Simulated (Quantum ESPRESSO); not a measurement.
The system is GaSb.

```
Sb Ga
1.0
     0.00000    3.05900    3.05900
     3.05900    0.00000    3.05900
     3.05900    3.05900    0.00000
Sb Ga
1 1
Direct
  0.75000 0.75000 0.75000
  0.00000 0.00000 0.00000
```

Base run:

```yaml
Program: Quantum ESPRESSO 7.5
Functional: PBEsol
Potentials_or_basis: PseudoDojo 0.4.1 SR PBEsol standard
Cutoff: 1088 eV
Density_cutoff: 4354 eV
k_mesh: 8 × 8 × 8
Occupations: fermi-dirac, width 0.05 eV
Spin: no spin polarisation
```

Its results: band gap on the k mesh none (metal or under the smearing width); pressure -0.2 GPa.

The run is repeated on the same cell with these changes: functional from PBEsol to LDA; potentials or basis from PseudoDojo 0.4.1 SR PBEsol standard to PseudoDojo 0.4.1 SR LDA standard; cutoff from 1088 eV to 1143 eV; density cutoff from 4354 eV to 4572 eV. What comes out?

Band gap on the k mesh none (metal or under the smearing width); pressure -1.8 GPa.

Caveats: this crystal is a semiconductor, whose small gap the functional closes, so the metal is an error of the method.

Not every run made on this cell is shown here.
